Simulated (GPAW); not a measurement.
**Equation of state of GaAs under BP86+D4**

Symmetry: F-43m, No. 216, cubic system. The conventional cell has a = 5.654 Å, b = 5.654 Å, c = 5.654 Å, α = 90.00°, β = 90.00°, γ = 90.00°. Around As (site symmetry -43m) lie 4 Ga at 2.45 Å. Ga (site symmetry -43m) has 4 As at 2.45 Å as nearest neighbours.

The cell was scaled at fixed shape and fractions and run with GPAW, PAW data sets generated for this functional, cutoff 600 eV; BP86+D4, k mesh 8 × 8 × 8 on the cell of 2 atoms, fermi-dirac occupations of 0.05 eV, no spin polarisation, no spin-orbit coupling. Energies are those that the program minimises, any entropy of the smearing included.

```tsv
V (Å³/atom)	energy over the lowest row (meV/atom)
21.2342	16.577
21.6860	6.013
22.1378	0.686
22.5896	0.000
23.0414	3.500
23.4932	?
23.9450	21.079
```

Problem. Fit the third-order Birch-Murnaghan form, give V0, B0 and B′, and predict the energy left open.

Solution. With y = (V0/V)^(2/3), E = E0 + (9 V0 B0/16) [(y - 1)³ B′ + (y - 1)² (6 - 4y)]. Least squares through the rows shown give V0 = 22.4308 Å³/atom, E0 = -0.248 meV, B0 = 75.92 GPa (1 eV/Å³ = 160.218 GPa) and B′ = 4.84, with a largest miss of 0.015 meV. At V = 23.4932 the form with these constants gives 10.647 meV; the run gave 10.659 meV an atom. Measured volume: 22.58 Å³/atom at 298 K (a printed reference work), so the fit lies -0.7 % from it. The runs are for a static lattice.
